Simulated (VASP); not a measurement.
# Core-hole spectrum of CdS (Hawleyite)

Wanted: the near-edge structure of CdS (Hawleyite). The cell has space group F-43m. The start is a cell from a database of measured crystal structures.

Calculated with VASP 6.6.1; r2SCAN; plane waves and PAW (Cd, Cd, S), in the first sound run; inputs show where later runs differ.

Report form: the programs' logs are mostly left out.

## Step 1: The structure

The cell holds 54 atoms: 27 Cd and 27 S. Cell: a = 12.374 Å, b = 12.374 Å, c = 12.374 Å, α = 60.0°, β = 60.0°, γ = 60.0°. It derives from CdS (Hawleyite), repeated 3×3×3. Nearest the centre at fractional (0.000, 0.000, 0.000): Cd1 at 0.00 Å, S54 at 2.53 Å, S36 at 2.53 Å, S48 at 2.53 Å, S52 at 2.53 Å, Cd4 at 4.12 Å, Cd22 at 4.12 Å, Cd6 at 4.12 Å.

## Step 2: Supercell without a hole

The cell without a hole gives, with ICORELEVEL = 1, the Kohn-Sham core levels of the initial state. It is a supercell, which puts a hole 12.4 Å from its nearest image.

The input, INCAR:

```
SYSTEM = CdS
PREC = Accurate
ENCUT = 400
EDIFF = 1E-05
NELM = 100
ISMEAR = 0
SIGMA = 0.05
LREAL = Auto
ALGO = Normal
METAGGA = R2SCAN
LASPH = .TRUE.
NBANDS = 288
LWAVE = .FALSE.
LCHARG = .FALSE.
NCORE = 8
ICORELEVEL = 1
```

The input, POSCAR:

```
CdS
1.0
    0.0000000000      8.7495000000      8.7495000000
    8.7495000000      0.0000000000      8.7495000000
    8.7495000000      8.7495000000      0.0000000000
Cd Cd S
1 26 27
Direct
    0.0000000000      0.0000000000      0.0000000000
    0.0000000000      0.0000000000      0.3333333333
    0.0000000000      0.0000000000      0.6666666667
    0.0000000000      0.3333333333      0.0000000000
    0.0000000000      0.3333333333      0.3333333333
    0.0000000000      0.3333333333      0.6666666667
    0.0000000000      0.6666666667      0.0000000000
    0.0000000000      0.6666666667      0.3333333333
    0.0000000000      0.6666666667      0.6666666667
    0.3333333333      0.0000000000      0.0000000000
    0.3333333333      0.0000000000      0.3333333333
    0.3333333333      0.0000000000      0.6666666667
    0.3333333333      0.3333333333      0.0000000000
    0.3333333333      0.3333333333      0.3333333333
    0.3333333333      0.3333333333      0.6666666667
    0.3333333333      0.6666666667      0.0000000000
    0.3333333333      0.6666666667      0.3333333333
    0.3333333333      0.6666666667      0.6666666667
    0.6666666667      0.0000000000      0.0000000000
    0.6666666667      0.0000000000      0.3333333333
    0.6666666667      0.0000000000      0.6666666667
    0.6666666667      0.3333333333      0.0000000000
    0.6666666667      0.3333333333      0.3333333333
    0.6666666667      0.3333333333      0.6666666667
    0.6666666667      0.6666666667      0.0000000000
    0.6666666667      0.6666666667      0.3333333333
    0.6666666667      0.6666666667      0.6666666667
    0.2500000000      0.2500000000      0.2500000000
    0.2500000000      0.2500000000      0.5833333333
    0.2500000000      0.2500000000      0.9166666667
    0.2500000000      0.5833333333      0.2500000000
    0.2500000000      0.5833333333      0.5833333333
    0.2500000000      0.5833333333      0.9166666667
    0.2500000000      0.9166666667      0.2500000000
    0.2500000000      0.9166666667      0.5833333333
    0.2500000000      0.9166666667      0.9166666667
    0.5833333333      0.2500000000      0.2500000000
    0.5833333333      0.2500000000      0.5833333333
    0.5833333333      0.2500000000      0.9166666667
    0.5833333333      0.5833333333      0.2500000000
    0.5833333333      0.5833333333      0.5833333333
    0.5833333333      0.5833333333      0.9166666667
    0.5833333333      0.9166666667      0.2500000000
    0.5833333333      0.9166666667      0.5833333333
    0.5833333333      0.9166666667      0.9166666667
    0.9166666667      0.2500000000      0.2500000000
    0.9166666667      0.2500000000      0.5833333333
    0.9166666667      0.2500000000      0.9166666667
    0.9166666667      0.5833333333      0.2500000000
    0.9166666667      0.5833333333      0.5833333333
    0.9166666667      0.5833333333      0.9166666667
    0.9166666667      0.9166666667      0.2500000000
    0.9166666667      0.9166666667      0.5833333333
    0.9166666667      0.9166666667      0.9166666667
```

The input, KPOINTS:

```
Automatic mesh
0
Gamma
2 2 2
0 0 0
```

PAW data sets: Cd, Cd and S (PBE family, release 64).

The run is started by

```bash
> mpirun -np 8 vasp_std
```

The job ended after 8.6 min (8 MPI ranks of AMD EPYC 7R43, shared host; peak memory 3.2 GiB).

The PAW data sets were made with PBE, which is usual practice but a small mismatch for other functionals.

Numbers from this step:

```yaml
free_energy_toten: -801.2600 eV
fermi_energy: 1.341 eV
pressure: 1.391 GPa
```

## Step 3: L2,3 edge, Wyckoff site Cd a, full hole, excited electron kept

This step: supercell core-hole method, r2SCAN, full hole, excited electron kept; plane waves and PAW (Cd, Cd, S) (VASP 6.6.1).

One core electron of the first atom, a species of its own in POSCAR, is moved to the lowest empty state, so the cell stays neutral. NBANDS covers the range above the edge.

The input, INCAR:

```
SYSTEM = CdS
PREC = Accurate
ENCUT = 400
EDIFF = 1E-06
NELM = 100
ISMEAR = 0
SIGMA = 0.05
LREAL = Auto
ALGO = Normal
METAGGA = R2SCAN
LASPH = .TRUE.
NBANDS = 1008
LWAVE = .FALSE.
LCHARG = .FALSE.
ICORELEVEL = 2
CLNT = 1
CLN = 2
CLL = 1
CLZ = 1
CH_LSPEC = .TRUE.
CH_NEDOS = 1500
CH_SIGMA = 0.5
```

POSCAR is that of step 2.

KPOINTS is that of step 2.

The run is started by

```bash
> mpirun -np 8 vasp_std
```

Run time: 65 min. Hardware: 8 MPI ranks; peak memory 4.8 GiB.

This run has no spin polarisation.

Numbers from this step:

- free energy (TOTEN): -863.3438 eV
- energy at zero smearing: -863.3382 eV
- Fermi energy: 3.554 eV
- pressure: 1.751 GPa

Smoothed further by a Gaussian, to a width of roughly 2 to 2.4 eV in all; heights scale with one over the cell volume; the energy axis is the program's own, and the fall at its high end is where NBANDS ends. Imaginary dielectric function times 10^5, xx against photon energy; read off at these points:

photon energy (eV), imaginary dielectric function times 10^5, xx and a bar:
```
   3532.0     0.0000 
   3533.0     0.0000 
   3534.0     0.0007 
   3535.0     0.0047 ##
   3536.0     0.0144 #####
   3537.0     0.0254 ##########
   3538.0     0.0329 ############
   3539.0     0.0318 ############
   3540.0     0.0282 ###########
   3541.0     0.0304 ###########
   3542.0     0.0313 ############
   3543.0     0.0340 #############
   3544.0     0.0407 ###############
   3545.0     0.0432 ################
   3546.0     0.0499 ###################
   3547.0     0.0547 #####################
   3548.0     0.0446 #################
   3549.0     0.0430 ################
   3550.0     0.0483 ##################
   3550.5     0.0496 ###################
   3551.0     0.0477 ##################
   3552.0     0.0406 ###############
   3553.0     0.0500 ###################
   3554.0     0.0653 #########################
   3555.0     0.0758 ############################
   3555.8     0.0798 ##############################
   3556.0     0.0795 ##############################
   3557.0     0.0719 ###########################
   3558.0     0.0649 ########################
   3559.0     0.0662 #########################
   3560.0     0.0686 ##########################
   3561.0     0.0693 ##########################
   3562.0     0.0625 #######################
   3563.0     0.0678 #########################
   3564.0     0.0748 ############################
   3565.0     0.0613 #######################
   3566.0     0.0498 ###################
   3567.0     0.0538 ####################
   3568.0     0.0707 ###########################
   3568.6     0.0775 #############################
   3569.0     0.0770 #############################
   3570.0     0.0569 #####################
   3571.0     0.0260 ##########
   3572.0     0.0059 ##
   3573.0     0.0006 
   3574.0     0.0000 
   3575.0     0.0000
```

The smoothed xx curve reaches a tenth of its top at about 3535 eV.

## Step 4: L2,3 edge, Wyckoff site Cd a, full hole

This step: supercell core-hole method, r2SCAN, full hole; plane waves and PAW (Cd, Cd, S) (VASP 6.6.1).

One core electron is taken from the first atom, which POSCAR lists as a species of its own, and NELECT stays that of the neutral valence shell, so the cell is charged against a background. NBANDS covers the range above the edge. The first density still holds the charge taken from the core, which is what the BRMIX lines of the log report.

Edit INCAR of step 3 so:

```diff
@@ -22 +22,2 @@
 CH_SIGMA = 0.5
+NELECT = 486
```

POSCAR is that of step 3.

KPOINTS is that of step 3.

The run is started by

```bash
> mpirun -np 8 vasp_std
```

Elapsed: 24 min, on 8 MPI ranks.

The run was stopped at its time limit, by a STOPCAR file.

More ranks or a longer limit would be the way on.

## Step 5: Summary

This step: supercell core-hole method, r2SCAN; plane waves and PAW (VASP 6.6.1).

No new run; the numbers come from the runs before.

Core-hole runs:

```csv
site,hole,cost (core minutes)
Cd a,"full hole, excited electron kept",516.4
```

## Step 6: What came out

* L2,3 edge of Cd a, full hole, excited electron kept: xx reaches a tenth of its top at 3535.4 eV on the program's axis; share within the next 5 eV of the next 20 eV: 16 %

What this shows: The Cd L2,3 edge, for light polarised along x, reaches a tenth of its top at 3535.4 eV on the program's axis. That mark passes over any weaker pre-edge, and only dipole transitions enter. The electron from the core stays in the cell and fills some of the lowest empty states. Whether the program still counts those as final states wasn't checked, so features at and just under the onset are in doubt. One site of the element was run (Wyckoff letter a). With 54 atoms and a 2×2×2 mesh the peak shapes still carry the imprint of the mesh. The fall at the high end is where NBANDS ends. The method knows neither the spin-orbit splitting of the core shell nor multiplets, so the measured edge has more structure; for so heavy an atom the two spin-orbit partners are separate edges, far apart. The other core electrons stay frozen, so neither the program's energy axis nor the change of TOTEN is an excitation energy; spectra are aligned at the onset when set beside measurement. Not tabulated here, as repeats of values shown or as unfit to read for their mesh, reference level or band range: gaps (supercell without a hole).

[Lines on the potential files, build, host, timing and source positions are cut from VASP's logs without a mark.]

[Logs are printed without paths, hosts, clocks, repeated set-up lines and the standing remarks that a program may print on its own settings, such as how far it seeks lower states.]

[Hosts, paths, dates, database ids (printed as entryN), source tags and the programs' standing remarks are cut or masked in the printed files.]
